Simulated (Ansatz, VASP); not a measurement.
Pd in VASP and in Ansatz

Contents of INCAR:

```
SYSTEM = Pd
PREC     = Accurate       ! precision mode
ENCUT    = 520            ! plane-wave cutoff, eV
EDIFF    = 1E-6           ! SCF threshold, eV
ISMEAR   = -1             ! smearing method
SIGMA    = 0.08           ! smearing width, eV
LREAL    = .False.        ! projectors in reciprocal space
LASPH    = .True.         ! aspherical terms in the spheres
NELM     = 80             ! most SCF steps
ALGO     = Normal         ! electronic algorithm
ISIF     = 2              ! what is computed and relaxed
LWAVE    = .False.        ! write WAVECAR
LCHARG   = .False.        ! write CHGCAR
LDIPOL   = .True.       
IDIPOL   = 3            
DIPOL    = 0.5 0.5 0.500
GGA      = PE             ! functional
NBANDS   = 22             ! bands
```

KPOINTS

```
Automatic mesh
0
Gamma
  17 17 1
  0 0 0
```

The input POSCAR:

```
Pd
1.0
    2.7896894615      0.0000000000      0.0000000000
   -1.3948447308      2.4159419423      0.0000000000
    0.0000000000      0.0000000000     20.5555000000
Pd
3
Direct
    0.1666666665      0.3333333335      0.3891891754
    0.5000000005      0.9999999995      0.4999999997
    0.8333333335      0.6666666665      0.6108108246
```

Input for Ansatz:

```yaml
crystal:
  lattice:
    - [2.7896894615, 0.0, 0.0]
    - [-1.3948447308, 2.4159419423, 0.0]
    - [0.0, 0.0, 20.5555]
  atoms:
    - { symbol: Pd, position: [0.1666666665, 0.3333333335, 0.3891891754] }
    - { symbol: Pd, position: [0.5000000005, 0.9999999995, 0.4999999997] }
    - { symbol: Pd, position: [0.8333333335, 0.6666666665, 0.6108108246] }
kpoints:
  mp_grid: { grid: [17, 17, 1] }
scf:
  occupations: { method: fermi_dirac, width: 0.08 }
hamiltonian:
  xc: pbe
  pseudopotentials: { kind: all_electron, lapw: { basis_error: 0.001 } }
output:
  forces: true
  stress: true
  eigenvalues: true
  populations: true
  dos: { projected: true, de: 0.2, e_range: [-14, 8] }
efield:
  axis: 3
  amplitude: 0
  dipole_correction: true
```

The slab is cut from a database's or a generator's crystal, which needn't be the stable form of the element.

Alike in both runs: task single point; functional PBE; k mesh 17 × 17 × 1; occupations fermi-dirac, width 0.08 eV; no spin polarisation.

|  | VASP | Ansatz |
| --- | --- | --- |
| version | VASP 6.6.1 | Ansatz 0.2.0 |
| potentials or method | VASP PAW PBE potentials, release 64 (Pd) | all-electron LAPW, scalar-relativistic |
| plane-wave cutoff (eV) | 520 | see its input |

VASP gave:

- rms of the force components (eV/Å): 0.017

Task: Which values does Ansatz return?

Result: rms of the force components (eV/Å): 0.012.

Atom by atom the forces differ by 0.005 eV/Å (rms over components). Ansatz ran all-electron here, so the differences hold the error of VASP's frozen core and of both bases.
